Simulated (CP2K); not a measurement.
Crystal: Si.

```xyz
2
Lattice="3.8493 0.0000 0.0000 1.9246 3.3336 0.0000 1.9246 1.1112 3.1429" Properties=species:S:1:pos:R:3 pbc="T T T"
Si    3.8493    2.2224    1.5715
Si    5.7739    3.3336    2.3572
```

Base run:

- Program: CP2K 2026.2
- Functional: revPBE
- Potentials or basis: POTENTIAL_UZH Si GTH-PBE-q4; TZVP-MOLOPT-PBE-GTH basis
- Density cutoff: 6123 eV
- k mesh: 8 × 8 × 8
- Occupations: fermi-dirac, width 0.05 eV
- Spin: no spin polarisation

Its results: band gap on the k mesh 0.77 eV, indirect (least direct gap 2.57 eV); pressure 1.5 GPa.

Q: After a change of settings the same cell gave: band gap on the k mesh 0.77 eV, indirect (least direct gap 2.57 eV); pressure -3.4 GPa. Which change was it?
A. functional from revPBE to M06-L; density cutoff from 6123 eV to 9184 eV; cutoff of the grids from 450 Ry to 675 Ry
B. dispersion from none to D3(BJ)
C. functional from revPBE to PW91; density cutoff from 6123 eV to 9184 eV; cutoff of the grids from 450 Ry to 675 Ry
D. functional from revPBE to BEEF-vdW; density cutoff from 6123 eV to 9184 eV; cutoff of the grids from 450 Ry to 675 Ry

A: B.

Dispersion adds attraction, which lowers the pressure at fixed volume and, as a term added to the energy, leaves the levels alone.

Caveats: the potentials were made for another functional, which shifts forces and pressure; the basis of atomic orbitals isn't converged, which shifts pressures, moduli and gaps.

Runs at the PBE level aren't shown here.
